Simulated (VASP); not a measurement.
# A VASP 6.6.1 single-point calculation on MgO

INCAR

```
NELM = 98
LASPH = .TRUE.
LREAL = .FALSE.
IBRION = -1
NBANDS = 11
PREC = Accurate
EDIFF = 1E-7
GGA = PE
ENCUT = 520
SIGMA = 0.02
LWAVE = .FALSE.
ISIF = 2
ISMEAR = -1
LCHARG = .FALSE.
NSW = 0
```

KPOINTS

```
KPOINTS created by Atomic Simulation Environment
0
Gamma
5 5 5
0 0 0
```

POSCAR

```
Mg O
 1.0000000000000000
     0.0000000000000000    2.1442107637999999    2.1442107637999999
     2.1442107637999999    0.0000000000000000    2.1442107637999999
     2.1442107637999999    2.1442107637999999    0.0000000000000000
 Mg  O
   1   1
Cartesian
  0.0000000000000000  0.0000000000000000  0.0000000000000000
  2.1442107637999999  2.1442107637999999  2.1442107637999999
```

The recommended PBE PAW datasets give the neutral cell 8 valence electrons.

Command

```
mpirun -np 1 vasp_std
```

OSZICAR

```
N       E                     dE             d eps       ncg     rms          rms(c)
DAV:   1     0.113090339399E+02    0.11309E+02   -0.42416E+03   260   0.632E+02
DAV:   2    -0.129583333145E+02   -0.24267E+02   -0.23903E+02   244   0.132E+02
DAV:   3    -0.134593023404E+02   -0.50097E+00   -0.50069E+00   268   0.153E+01
DAV:   4    -0.134605866807E+02   -0.12843E-02   -0.12843E-02   232   0.890E-01
DAV:   5    -0.134605910953E+02   -0.44146E-05   -0.44146E-05   265   0.516E-02    0.718E+00
DAV:   6    -0.119248052138E+02    0.15358E+01   -0.93106E+00   226   0.164E+01    0.232E+00
DAV:   7    -0.119091766843E+02    0.15629E-01   -0.64916E-02   235   0.220E+00    0.135E+00
DAV:   8    -0.119031033926E+02    0.60733E-02   -0.31171E-02   229   0.196E+00    0.245E-01
DAV:   9    -0.119027339062E+02    0.36949E-03   -0.50238E-04   241   0.159E-01    0.143E-01
DAV:  10    -0.119027181153E+02    0.15791E-04   -0.49667E-04   235   0.168E-01    0.733E-03
DAV:  11    -0.119027201198E+02   -0.20045E-05   -0.33596E-06   250   0.139E-02    0.593E-03
DAV:  12    -0.119027201093E+02    0.10454E-07   -0.68986E-07   241   0.639E-03
   1 F= -.11902720E+02 E0= -.11902720E+02  d E =-.232492E-11
```

Standard output (part)

```
POSCAR found type information on POSCAR MgO
 POSCAR found :  2 types and       2 ions
 LDA part: xc-table for (Slater+PW92), standard interpolation
 POSCAR, INCAR and KPOINTS ok, starting setup
 WAVECAR not read
 entering main loop
```

From OUTCAR

```
k-points           NKPTS =     10   k-points in BZ     NKDIM =     10   number of bands    NBANDS=     11

   NELECT =       8.0000    total number of electrons

   dimension x,y,z NGX =    24 NGY =   24 NGZ =   24
   dimension x,y,z NGXF=    48 NGYF=   48 NGZF=   48

  energy-cutoff  :      520.00
  volume of cell :       19.72
      direct lattice vectors                 reciprocal lattice vectors
     0.000000000  2.144210764  2.144210764    -0.233186032  0.233186032  0.233186032
     2.144210764  0.000000000  2.144210764     0.233186032 -0.233186032  0.233186032
     2.144210764  2.144210764  0.000000000     0.233186032  0.233186032 -0.233186032

 k-points in reciprocal lattice and weights: KPOINTS created by Atomic Simulation Env
   0.00000000  0.00000000  0.00000000       0.008
   0.20000000  0.00000000  0.00000000       0.064
   0.40000000  0.00000000  0.00000000       0.064
   0.20000000  0.20000000  0.00000000       0.048
   0.40000000  0.20000000  0.00000000       0.192
  -0.40000000  0.20000000  0.00000000       0.192
  -0.20000000  0.20000000  0.00000000       0.096
   0.40000000  0.40000000  0.00000000       0.048
   ...

 E-fermi :   3.2578

 k-point     1 :       0.0000    0.0000    0.0000
  band No.  band energies     occupation
      1     -14.1990      2.00000
      2       2.7975      2.00000
      3       2.7975      2.00000
      4       2.7975      2.00000
      5       7.0152      0.00000
      6      18.2879      0.00000
      7      18.2879      0.00000
      8      18.2879      0.00000
      9      22.0658      0.00000
     10      23.7777      0.00000
     11      23.7777      0.00000

 k-point     2 :       0.2000    0.0000    0.0000
  band No.  band energies     occupation
      1     -13.8398      2.00000
      2       0.8863      2.00000
      3       2.5802      2.00000
      4       2.5802      2.00000
      5       8.8505      0.00000
      6      15.5263      0.00000
      7      18.9215      0.00000
      8      18.9215      0.00000
      9      22.2666      0.00000
     10      22.2666      0.00000
     11      24.1999      0.00000

 k-point     3 :       0.4000    0.0000    0.0000
  band No.  band energies     occupation
      1     -13.1734      2.00000
      2      -1.2591      2.00000
      3       2.2546      2.00000
      4       2.2546      2.00000
      5      10.2715      0.00000
      6      14.6898      0.00000
      7      18.6785      0.00000
      8      18.6785      0.00000
      9      23.0665      0.00000
     10      23.9334      0.00000
     11      23.9334      0.00000

 k-point     4 :       0.2000    0.2000    0.0000
  band No.  band energies     occupation
      1     -13.7329      2.00000
      2       0.8392      2.00000
      3       2.3044      2.00000
      4       2.3044      2.00000
      5       9.4852      0.00000
      6      14.6689      0.00000
      7      18.9225      0.00000
      8      19.2776      0.00000
      9      19.2776      0.00000
     10      24.9496      0.00000
     11      28.0117      0.00000

 k-point     5 :       0.4000    0.2000    0.0000
  band No.  band energies     occupation
      1     -13.1841      2.00000
      2      -0.5856      2.00000
      3       1.6349      2.00000
      4       1.9814      2.00000
      5      11.3247      0.00000
      6      13.8033      0.00000
      7      16.5904      0.00000
      8      19.5798      0.00000
      9      20.8462      0.00000
     10      25.7359      0.00000
     11      27.6059      0.00000

 ...

  Total       -0.5173984     -0.5173984     -0.5173984     -0.0000000      0.0000000     -0.0000000
  in kB      -42.0439267    -42.0439267    -42.0439267     -0.0000000      0.0000000     -0.0000000
  external PRESSURE =     -42.0439267 kB  Pullay stress =       0.0000000 kB

 POSITION                                       TOTAL-FORCE (eV/Angst)
 -----------------------------------------------------------------------------------
      0.00000      0.00000      0.00000        -0.000000      0.000000      0.000000
      2.14421      2.14421      2.14421         0.000000     -0.000000     -0.000000
 -----------------------------------------------------------------------------------
    total drift:                               -0.000000     -0.000000      0.000000

  FREE ENERGIE OF THE ION-ELECTRON SYSTEM (eV)
  ---------------------------------------------------
  free  energy   TOTEN  =       -11.9027201093 eV

  energy  without entropy=      -11.9027201093  energy(sigma->0) =      -11.90272011
```

It converged. Results: gap between bands v and c on the k mesh 4.22 eV; least direct gap on the k mesh 4.22 eV; pressure -4.2 GPa. Band v is the last that the valence electrons fill when counted band by band, and c is the next.

For comparison, a separate PBE run of the intended cell, on usual settings and not on those above, gives a gap of 4.22 eV on its mesh and a pressure of -4.2 GPa.

The run above took about 4.2 s on one core of a shared host (Intel Xeon Platinum 8488C) and held 0.13 GiB at most.
